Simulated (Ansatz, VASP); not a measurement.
Given: the input of a run of VASP 6.6.1 on Ag (Silver). 

File INCAR:

```
PREC     = Accurate       # precision mode
ENCUT    = 520            # plane-wave cutoff, eV
EDIFF    = 1E-7           # SCF threshold, eV
ISMEAR   = -1             # smearing method
SIGMA    = 0.05           # smearing width, eV
LREAL    = F              # projectors in reciprocal space
LASPH    = T              # aspherical terms in the spheres
NELM     = 60             # most SCF steps
ALGO     = Normal         # electronic algorithm
ISIF     = 2              # what is computed and relaxed
LWAVE    = F              # write WAVECAR
LCHARG   = F              # write CHGCAR
GGA      = PS             # functional
NBANDS   = 12             # bands
```

Contents of KPOINTS:

```
regular mesh
0
Gamma
  11 11 11
```

File POSCAR:

```
Ag
1.0
    0.0000000000      2.0427500000      2.0427500000
    2.0427500000      0.0000000000      2.0427500000
    2.0427500000      2.0427500000      0.0000000000
Ag
1
Direct
    0.0000000000      0.0000000000      0.0000000000
```

Potentials or basis: VASP PAW PBE potentials, release 64 (Ag).

Launch:

```bash
$ cat potpaw_PBE.64/Ag/POTCAR > POTCAR
$ mpirun -np 1 vasp_std > vasp.out
```

**Question.** Set up the same calculation for Ansatz 0.2.0. Potentials or basis there: all-electron LAPW, scalar-relativistic.

**Answer.** As run (cutoffs and basis follow the program's own potentials, and thresholds, step limits or extra output files can differ):

Contents of input.yaml:

```yaml
crystal:
  lattice:
    - [0.0, 2.04275, 2.04275]
    - [2.04275, 0.0, 2.04275]
    - [2.04275, 2.04275, 0.0]
  atoms:
    - { symbol: Ag, position: [0.0, 0.0, 0.0] }
kpoints:
  mp_grid: { grid: [11, 11, 11] }
scf:
  occupations: { method: fermi_dirac, width: 0.05 }
hamiltonian:
  xc: pbesol
  pseudopotentials: { kind: all_electron, lapw: { basis_error: 0.001 } }
output:
  forces: true
  stress: true
  eigenvalues: true
  populations: true
```

Potentials or basis: all-electron LAPW, scalar-relativistic.

Run with:

```bash
$ ansatz run input.yaml --threads 1 --pin off --max-ram 3072MiB --backend cpu --events-out ev --progress --plain --runs-dir out
```

Both were run:

|  | VASP | Ansatz |
| --- | --- | --- |
| Pressure | -3.1 GPa | -2.9 GPa |

VASP's potentials were made for PBE.

Where Ansatz's input types no cutoff or centring, it takes its own default and a Γ-centred mesh.

Pressure is positive in compression.
